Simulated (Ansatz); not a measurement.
## Rigid cleavage in CuO

All numbers below come from Ansatz, DFT PBE, scalar-relativistic, plane waves, PAW. Cutoff 420 eV, Γ-centred 16×16×5 k-points, Gaussian smearing of 0.15 eV. No spin polarisation. Energies are free energies at this smearing, counted from the undisturbed cell; pressure is positive in compression.

Zero of the scan (relaxed at this level; this form isn't the usual structure):

```
Cu O
1.0
    -2.08300    2.08045   -0.16633
    -2.08300   -2.08045   -0.16633
    -0.82046    0.00000   10.26994
Cu O
4 4
Direct
  0.00575 0.50575 0.56252
  0.00575 0.50575 0.06252
  0.50575 0.00575 0.81252
  0.50575 0.00575 0.31252
  0.50574 0.50576 0.68752
  0.50574 0.50576 0.18752
  0.50576 0.50574 0.93752
  0.50576 0.50574 0.43752
```

The cut lies on the cell's a–b face, a (0 0 1) plane (indices in the standard cell, whose axes needn't be the Cartesian ones shown) of area 8.69 Å², between layers 1.29 Å apart. Vector c is lengthened by d along the normal with the atoms' Cartesian places fixed: one unrelaxed cut a cell. The cell is metallic on the mesh throughout.

```tsv
d (Å)	energy (J/m²)
0.00	0.00
0.50	1.22
1.00	2.86
3.00	4.75
```

Q: Predict the traction dE/dd (GPa) at each point.

A:
```
d (Å) traction dE/dd (GPa)
 0.00                   0.0
 0.50                  35.4
 1.00                  27.5
 3.00                   1.6
```

Cost: 4 runs of about 22 core-minutes in all, on Arm Neoverse V2 (shared hosts).